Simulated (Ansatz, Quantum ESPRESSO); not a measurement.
## NaH (Fm-3m): phonons by linear response

Wanted: phonon bands, density of states and zone-centre response of NaH (Fm-3m).

Calculated with Quantum ESPRESSO 7.5; DFT PBE, scalar-relativistic, plane waves, SSSP efficiency pseudopotentials.

Report form: the programs' logs are mostly left out.

## (1) Starting point

Symmetry: Fm-3m, No. 225, cubic system. The conventional cell has a = 4.880 Å, b = 4.880 Å, c = 4.880 Å, α = 90.00°, β = 90.00°, γ = 90.00°. Nearest to Na lie 6 H at 2.44 Å. Nearest to H lie 6 Na at 2.44 Å. Farther neighbours are not listed.

Structure file:

```
Na H
1.0
    -2.44000    0.00000    2.44000
     0.00000    2.44000    2.44000
    -2.44000    2.44000    0.00000
Na H
1 1
Direct
  0.00000 0.00000 0.00000
  0.50000 0.50000 0.50000
```

## (2) A probe with smearing

Before anything dear is run, a loose run with smearing shows whether this is a metal and how far the cell is from rest.

Input file probe.in:

```
&CONTROL
  calculation = 'scf'
  prefix      = 'x'
  outdir      = './tmp'
  pseudo_dir  = './pseudo'
  tprnfor     = .true.
  tstress     = .true.
  verbosity   = 'high'
/
&SYSTEM
  ibrav       = 2
  celldm(1)   = 9.22186349
  nat         = 2
  ntyp        = 2
  ecutwfc     = 60.0
  ecutrho     = 480.0
  occupations = 'smearing'
  smearing    = 'gaussian'
  degauss     = 0.01
/
&ELECTRONS
  conv_thr         = 1.0d-07
  mixing_beta      = 0.7
  electron_maxstep = 100
/
ATOMIC_SPECIES
 Na     22.9898  Na.upf
 H       1.0080  H.upf
ATOMIC_POSITIONS crystal
 Na     0.000000000   0.000000000   0.000000000
 H      0.500000000   0.500000000   0.500000000
K_POINTS automatic
 6 6 6 0 0 0
```

The run is started by

```
OMP_NUM_THREADS=1 mpirun -n 4 pw.x -nk 4 -in probe.in > probe.out
```

Elapsed: 1.9 s, on 4 MPI ranks of AMD EPYC 9R45, shared host; 6.7 s of CPU time.

Numbers from this step:

```
volume per atom   : 14.53 Å³
pressure          : -0.4600 GPa
gap on the k-mesh : 3.756 eV
```

A gap of 3.8 eV opens on this mesh, so the crystal is taken as an insulator; the start stands at -0.46 GPa.

## (3) Relaxation

Frequencies change by per cents with a per cent of volume, so the structure is first brought to rest at this level of theory.

Input file relax.in:

```
&CONTROL
  calculation   = 'vc-relax'
  prefix        = 'x'
  outdir        = './tmp'
  pseudo_dir    = './pseudo'
  tprnfor       = .true.
  tstress       = .true.
  forc_conv_thr = 2.0d-05
  etot_conv_thr = 1.0d-07
  nstep         = 40
/
&SYSTEM
  ibrav       = 2
  celldm(1)   = 9.22186349
  nat         = 2
  ntyp        = 2
  ecutwfc     = 60.0
  ecutrho     = 480.0
  occupations = 'fixed'
  nbnd        = 7
/
&ELECTRONS
  conv_thr         = 1.0d-11
  mixing_beta      = 0.7
  electron_maxstep = 100
/
&IONS
/
&CELL
  press_conv_thr = 0.1
/
ATOMIC_SPECIES
 Na     22.9898  Na.upf
 H       1.0080  H.upf
ATOMIC_POSITIONS crystal
 Na     0.000000000   0.000000000   0.000000000
 H      0.500000000   0.500000000   0.500000000
K_POINTS automatic
 8 8 8 0 0 0
```

The run is started by

```
OMP_NUM_THREADS=1 mpirun -n 4 pw.x -nk 4 -in relax.in > relax.out
```

It took 7.4 s on 4 MPI ranks.

Relaxation path:

| step | energy less that of the first step (eV) | largest force (eV/Å) | pressure (GPa) | volume (Å³) |
| --- | --- | --- | --- | --- |
| 1 | 0.0000 | 0.0000 | -0.57 | 29.05 |
| 2 | -0.0003 | 0.0000 | -0.52 | 28.97 |
| 3 | -0.0007 | 0.0000 | -0.42 | 28.84 |
| 4 | -0.0011 | 0.0000 | -0.28 | 28.65 |
| 5 | -0.0014 | 0.0000 | -0.05 | 28.37 |
| 6 | -0.0014 | 0.0000 | 0.00 | 28.30 |
| 7 | -0.0014 | 0.0000 | 0.00 | 28.30 |
| 8 | -0.0013 | 0.0000 | 0.01 | 28.30 |

| conventional cell, symmetrised | before | after | change |
| --- | --- | --- | --- |
| a (Å) | 4.880 | 4.837 | -0.9 % |
| b (Å) | 4.880 | 4.837 | -0.9 % |
| c (Å) | 4.880 | 4.837 | -0.9 % |
| volume (Å³/atom) | 14.53 | 14.15 | -2.6 % |

Final coordinates:

```cif
data_structure
_symmetry_space_group_name_H-M 'P 1'
_symmetry_Int_Tables_number 1
_cell_length_a 3.4205
_cell_length_b 3.4205
_cell_length_c 3.4205
_cell_angle_alpha 60.000
_cell_angle_beta 60.000
_cell_angle_gamma 60.000
_cell_volume 28.30
loop_
_atom_site_label
_atom_site_type_symbol
_atom_site_fract_x
_atom_site_fract_y
_atom_site_fract_z
_atom_site_occupancy
Na1 Na 0.00000 0.00000 0.00000 1
H2 H 0.50000 0.50000 0.50000 1
```

The last row of the table of steps is pw.x's closing run on a basis chosen anew for the final cell, so its energy can jump.

Numbers from this step:

| Item | Value |
| --- | --- |
| volume per atom | 14.15 Å³ |
| pressure | 0.005 GPa |

The volume changes by -2.6 % from the cell with which this run began.

## (4) Self-consistent run for the response

The response is built on this ground state, so it is converged far tighter than an energy would need. With a gap, occupations are fixed, which also allows the response to an electric field.

Input file scf.in:

```
&CONTROL
  calculation = 'scf'
  prefix      = 'x'
  outdir      = './tmp'
  pseudo_dir  = './pseudo'
  tprnfor     = .true.
  tstress     = .true.
/
&SYSTEM
  ibrav       = 2
  celldm(1)   = 9.14128903
  nat         = 2
  ntyp        = 2
  ecutwfc     = 60.0
  ecutrho     = 480.0
  occupations = 'fixed'
  nbnd        = 7
/
&ELECTRONS
  conv_thr         = 1.0d-12
  mixing_beta      = 0.7
  electron_maxstep = 100
/
ATOMIC_SPECIES
 Na     22.9898  Na.upf
 H       1.0080  H.upf
ATOMIC_POSITIONS crystal
 Na     0.000000000   0.000000000   0.000000000
 H      0.500000000   0.500000000   0.500000000
K_POINTS automatic
 8 8 8 0 0 0
```

The run is started by

```
OMP_NUM_THREADS=1 mpirun -n 4 pw.x -nk 4 -in scf.in > scf.out
```

It took 2.1 s on 4 MPI ranks.

This step gave:

| Quantity | Value |
| --- | --- |
| pressure | 0.004 GPa |

The cell stands at 0.004 GPa, close enough for phonons.

## (5) Linear response on the mesh

Linear response treats each wavevector in the unit cell, with no supercell; the 4×4×4 mesh fixes the range of the force constants to be had.

Input file ph.in:

```
phonons
&INPUTPH
  prefix = 'x'
  outdir = './tmp'
  fildyn = 'x.dyn'
  tr2_ph = 1.0d-18
  epsil  = .true.
  ldisp  = .true.
  nq1    = 4
  nq2    = 4
  nq3    = 4
/
```

The run is started by

```
OMP_NUM_THREADS=1 mpirun -n 4 ph.x -nk 4 -in ph.in > ph.out
```

Elapsed: 3.5 min, on 4 MPI ranks; 14 min of CPU time.

Read from the output:

```yaml
miss_of_the_charge_sum_rule: 8.20e-4 e
largest_acoustic_frequency_at_the_zone_centre_before_the_sum_rule: -2.57 cm⁻¹
highest_optical_zone_centre_mode_no_lo_to_term: 492.5 cm⁻¹
lowest_optical_zone_centre_mode: 492.5 cm⁻¹
mean_high_frequency_dielectric_constant: 3.132
largest_born_charge_in_size_third_of_the_trace: 0.9751 e
lowest_mode_on_the_q_mesh_acoustic_ones_at_the_zone_centre_apart: 89.17 cm⁻¹
```

Frequencies (cm⁻¹) at each irreducible wavevector; negative means imaginary. Frequencies by wavevector:

| q (fractions) | star | mode 1 | mode 2 | mode 3 | mode 4 | mode 5 | mode 6 |
| --- | --- | --- | --- | --- | --- | --- | --- |
| 0 0 0 | 1 | -2.57 | -2.57 | -2.57 | 492.5 | 492.5 | 492.5 |
| 0 0 0.25 | 8 | 89.17 | 89.17 | 165.3 | 531.3 | 531.3 | 885.9 |
| 0 0 -0.5 | 4 | 119.3 | 119.3 | 236.6 | 565.5 | 565.5 | 880.5 |
| 0 0.25 0.25 | 6 | 106.4 | 106.4 | 158.7 | 591.2 | 591.2 | 863.6 |
| 0 0.25 -0.5 | 24 | 128 | 149.2 | 200.1 | 618.2 | 677.1 | 834.9 |
| 0 0.25 -0.25 | 12 | 117.3 | 149.3 | 193.1 | 560.7 | 678 | 843.7 |
| 0 -0.5 -0.5 | 3 | 137.2 | 137.2 | 198.7 | 666 | 666 | 838.9 |
| 0.25 -0.5 -0.25 | 6 | 150.2 | 174.8 | 174.8 | 674.3 | 757 | 757 |

Born charge (rows field, columns displacement), before the sum rule (e), principal values of the symmetric part by kind of site:

| atom | atoms with these values | low | middle | high | mean |
| --- | --- | --- | --- | --- | --- |
| Na1 | 1 | 0.9743 | 0.9743 | 0.9743 | 0.9743 |
| H2 | 1 | -0.9751 | -0.9751 | -0.9751 | -0.9751 |

In full for H2:

```
-0.9751  0.0000  0.0000
 0.0000 -0.9751  0.0000
 0.0000  0.0000 -0.9751
```

High-frequency dielectric tensor:

```
3.13 0.00 0.00
0.00 3.13 0.00
0.00 0.00 3.13
```

The acoustic modes at Γ come out as far as 2.6 cm⁻¹ from zero, where they should vanish, a small numerical error; the Born charges miss their sum rule by 8.2e-4 e, which is good.

## (6) Fourier transform to real space

The dynamical matrices of the mesh are Fourier-transformed to force constants in real space, after the long-range dipole part is taken out.

Input file q2r.in:

```
&INPUT
  fildyn = 'x.dyn'
  zasr   = 'simple'
  flfrc  = 'x.fc'
/
```

The run is started by

```
q2r.x < q2r.in > q2r.out
```

The job ended after 0.62 s (1 thread).

## (7) Dispersion

From the force constants any wavevector is cheap; points of the mesh come back as solved, but for the sum rule and, in polar crystals, the LO-TO term at Γ; the rest is interpolation.

Input file matdyn.in:

```
&INPUT
  asr              = 'simple'
  flfrc            = 'x.fc'
  flfrq            = 'x.freq'
  flvec            = 'x.modes'
  q_in_band_form   = .true.
  q_in_cryst_coord = .true.
/
8
  0.0000000   0.0000000   0.0000000  12  ! GAMMA
  0.0000000   0.5000000   0.5000000  12  ! X
  0.0000000   0.6250000   0.3750000   1  ! U
 -0.3750000   0.3750000  -0.0000000  12  ! K
  0.0000000   0.0000000   0.0000000  12  ! GAMMA
  0.0000000   0.5000000  -0.0000000  12  ! L
 -0.2500000   0.5000000   0.2500000  12  ! W
  0.0000000   0.5000000   0.5000000   1  ! X
```

The run is started by

```
matdyn.x -in matdyn.in > matdyn.out
```

Wall time 0.6 s (1 thread).

This step gave:

```
lowest frequency on the path : 0 cm⁻¹
```

Matdyn.x, sum rule simple. Phonon branches along the path, in cm⁻¹:

| point | branch 1 | branch 2 | branch 3 | branch 4 | branch 5 | branch 6 |
| --- | --- | --- | --- | --- | --- | --- |
| Γ | 0 | 0 | 0 | 492 | 492 | 888 |
| halfway | 106 | 106 | 159 | 591 | 591 | 864 |
| X | 137 | 137 | 199 | 666 | 666 | 839 |
| halfway | 136 | 149 | 196 | 657 | 690 | 827 |
| U | 134 | 172 | 186 | 631 | 745 | 794 |
| jump to K | 134 | 172 | 186 | 631 | 745 | 794 |
| halfway | 99 | 123 | 174 | 533 | 609 | 868 |
| Γ | 0 | 0 | 0 | 492 | 492 | 888 |
| halfway | 89 | 89 | 165 | 531 | 531 | 886 |
| L | 119 | 119 | 237 | 566 | 566 | 880 |
| halfway | 129 | 149 | 209 | 602 | 679 | 836 |
| W | 150 | 175 | 175 | 674 | 757 | 757 |
| halfway | 144 | 151 | 193 | 670 | 693 | 816 |
| X | 137 | 137 | 199 | 666 | 666 | 839 |

All branches are real along the path.

## (8) Sums over the zone

Sums over the zone need many more wavevectors than were solved, so the interpolation is sampled on a dense mesh.

Input file matdyn.in:

```
&INPUT
  asr    = 'simple'
  flfrc  = 'x.fc'
  dos    = .true.
  fldos  = 'x.dos'
  nk1    = 16
  nk2    = 16
  nk3    = 16
  deltaE = 1.0
/
```

The run is started by

```
matdyn.x -in matdyn.in > matdyn.out
```

It took 5.8 s on 1 thread.

Numbers from this step:

```yaml
share_of_modes_beyond_3i_cm_minus1_on_the_dense_interpolated_mesh: 0
zero_point_energy_per_atom: 78.46 meV
heat_capacity_at_300_k: 17.34 J/(mol atoms K)
vibrational_entropy_at_300_k: 19.64 J/(mol atoms K)
```

The phonon density of states has structure finer than the step of the table below, so its rows give means over 25 cm⁻¹, whole bins alone (the curve runs from 0 to 885 cm⁻¹). Peaks (cm⁻¹: height): total 135.0: 0.0457, 195.0: 0.0429, 570.0: 0.0127, 875.0: 0.0145; H 570.0: 0.0127, 875.0: 0.0143; Na 135.0: 0.0456, 195.0: 0.0428.

Tetrahedra. The phonon density of states by wavenumber; means over each step; values in 1/cm⁻¹/cell:

| wavenumber (cm⁻¹) | total | H | Na |
| --- | --- | --- | --- |
| 25 | 2.2e-4 | 6.0e-6 | 2.1e-4 |
| 50 | 0.00126 | 4.0e-5 | 0.00122 |
| 75 | 0.00394 | 9.1e-5 | 0.00385 |
| 100 | 0.0121 | 1.4e-4 | 0.0120 |
| 125 | 0.0382 | 1.4e-4 | 0.0381 |
| 150 | 0.0234 | 7.9e-5 | 0.0233 |
| 175 | 0.0136 | 7.8e-5 | 0.0135 |
| 200 | 0.0229 | 8.0e-5 | 0.0228 |
| 225 | 0.00415 | 1.2e-5 | 0.00414 |
| 250 | 1.8e-5 | 0 | 1.8e-5 |
| 275 | 0 | 0 | 0 |
| 300 | 0 | 0 | 0 |
| 325 | 0 | 0 | 0 |
| 350 | 0 | 0 | 0 |
| 375 | 0 | 0 | 0 |
| 400 | 0 | 0 | 0 |
| 425 | 0 | 0 | 0 |
| 450 | 0 | 0 | 0 |
| 475 | 0 | 0 | 0 |
| 500 | 0.00125 | 0.00120 | 4.0e-5 |
| 525 | 0.00414 | 0.00405 | 8.6e-5 |
| 550 | 0.00747 | 0.00740 | 7.6e-5 |
| 575 | 0.0122 | 0.0121 | 5.8e-5 |
| 600 | 0.0121 | 0.0120 | 4.4e-5 |
| 625 | 0.0117 | 0.0117 | 3.4e-5 |
| 650 | 0.0117 | 0.0116 | 3.0e-5 |
| 675 | 0.00720 | 0.00719 | 1.5e-5 |
| 700 | 0.00571 | 0.00571 | 8.0e-6 |
| 725 | 0.00470 | 0.00470 | 0 |
| 750 | 0.00183 | 0.00183 | 0 |
| 775 | 0.00118 | 0.00118 | 0 |
| 800 | 0.00525 | 0.00525 | 5.0e-7 |
| 825 | 0.00940 | 0.00939 | 1.4e-5 |
| 850 | 0.0119 | 0.0118 | 6.1e-5 |

Harmonic thermodynamic functions per atom, summed over the density of states scaled to three modes an atom; melting is ignored. Thermodynamic functions:

| T (K) | F_vib (meV/atom) | S (J/mol-atom/K) | C_V (J/mol-atom/K) |
| --- | --- | --- | --- |
| 0 | 78.46 | 0 | 0 |
| 50 | 78.29 | 1.36 | 3.695 |
| 100 | 76.47 | 5.703 | 8.736 |
| 200 | 66.43 | 13.37 | 13.65 |
| 300 | 49.23 | 19.64 | 17.34 |
| 400 | 26.02 | 24.99 | 19.76 |
| 500 | -2.31 | 29.58 | 21.28 |
| 600 | -35.07 | 33.55 | 22.25 |
| 700 | -71.68 | 37.03 | 22.89 |
| 800 | -111.7 | 40.12 | 23.33 |
| 900 | -154.7 | 42.88 | 23.65 |
| 1000 | -200.5 | 45.39 | 23.88 |

At 300 K the heat capacity has reached 70 % of the Dulong-Petit value.

## (9) Modes with the sum rule

A rigid shift of the crystal must cost nothing, but grids and finite bases break this; the acoustic sum rule is imposed before the matrix is diagonalised again. With Born charges the intensities follow, and the static dielectric tensor.

Input file dynmat.in:

```
&INPUT
  fildyn = 'x.dyn1'
  asr    = 'simple'
  fileig = 'dynmat.eig'
  lperm  = .true.
/
```

The run is started by

```
dynmat.x -in dynmat.in > dynmat.out
```

The job ended after 0.57 s (1 thread).

Read from the output:

```
mean static dielectric constant : 10.19
```

Unit eigenvectors of the mass-weighted matrix after the sum rule; no LO-TO term. Modes at Γ, with each element's share of the kinetic energy:

| mode | frequency (cm⁻¹) | symmetry | Na % | H % |
| --- | --- | --- | --- | --- |
| 1 | 0.0 | acoustic | 96 | 4 |
| 2 | 0.0 | acoustic | 96 | 4 |
| 3 | 0.0 | acoustic | 96 | 4 |
| 4 | 492.5 | T1u | 4 | 96 |
| 5 | 492.5 | T1u | 4 | 96 |
| 6 | 492.5 | T1u | 4 | 96 |

Displacements in mode 5 (492.5 cm⁻¹), the largest set to 1:
```
Na1 -0.01 -0.04  0.00
H2   0.22  1.00  0.00
```

Degenerate modes summed, no LO-TO term. Infrared lines, with heights relative to the strongest:

| position (cm⁻¹) | lines merged | label | IR intensity, relative |
| --- | --- | --- | --- |
| 492 | 3 | T1u | 100 |

Static dielectric tensor (ions relaxed, fixed cell):

```
10.19  0.00  0.00
 0.00 10.19  0.00
 0.00  0.00 10.19
```

The rule moves no optical mode by more than 0.1 cm⁻¹.

## (10) Sum rules set otherwise (asr no)

Without the rule the raw error of the acoustic modes shows.

Input file dynmat.in:

```
&INPUT
  fildyn = 'x.dyn1'
  asr    = 'no'
  fileig = 'dynmat.eig'
  lperm  = .true.
/
```

The run is started by

```
dynmat.x -in dynmat.in > dynmat.out
```

Wall time 0.57 s (1 thread).

Zone-centre frequencies as printed; negative means imaginary. Modes:

| mode | frequency (cm⁻¹) |
| --- | --- |
| 1 | -2.57 |
| 2 | -2.57 |
| 3 | -2.57 |
| 4 | 492.5 |
| 5 | 492.5 |
| 6 | 492.5 |

Against the first rule no mode moves by more than 2.6 cm⁻¹.

## (11) Sum rules set otherwise: a sum rule for molecules or wires on a crystal

This rule also removes rotations, which suits wires and not a crystal; it is tried to see the harm.

Input file dynmat.in:

```
&INPUT
  fildyn = 'x.dyn1'
  asr    = 'one-dim'
  fileig = 'dynmat.eig'
  lperm  = .true.
/
```

The run is started by

```
dynmat.x -in dynmat.in > dynmat.out
```

Elapsed: 0.57 s, on 1 thread.

The program raised no error, yet the settings are not those of a careful run.

The fault: a sum rule for molecules or wires on a crystal; 1 optical mode is projected out to zero frequency, as if it were a rotation, and the static dielectric tensor is spoilt.

For a crystal the rule has to be 'simple' or 'crystal'.

Zone-centre frequencies as printed; negative means imaginary. Modes:

| mode | frequency (cm⁻¹) |
| --- | --- |
| 1 | 0 |
| 2 | 0 |
| 3 | 0 |
| 4 | 0 |
| 5 | 492.4 |
| 6 | 492.4 |

## (12) Modes along a direction of q (1 0 0)

A longitudinal polar mode sets up a macroscopic field that stiffens it; the term hangs on the direction from which q goes to zero.

Input file dynmat.in:

```
&INPUT
  fildyn = 'x.dyn1'
  asr    = 'simple'
  fileig = 'dynmat.eig'
  q(1)   = 1.0
  q(2)   = 0.0
  q(3)   = 0.0
/
```

The run is started by

```
dynmat.x -in dynmat.in > dynmat.out
```

Elapsed: 0.57 s, on 1 thread.

Read from the output:

| Property | Result |
| --- | --- |
| highest mode moved by the LO-TO term | 888.1 cm⁻¹ |

[end of part 1 of 2]

[Host names and launcher messages were left out of these logs when they were recorded.]

[Logs are printed without paths, hosts, clocks, repeated set-up lines and the standing remarks that a program may print on its own settings, such as how far it seeks lower states.]

[Hosts, paths, dates, database ids (printed as entryN), source tags and the programs' standing remarks are cut or masked in the printed files.]
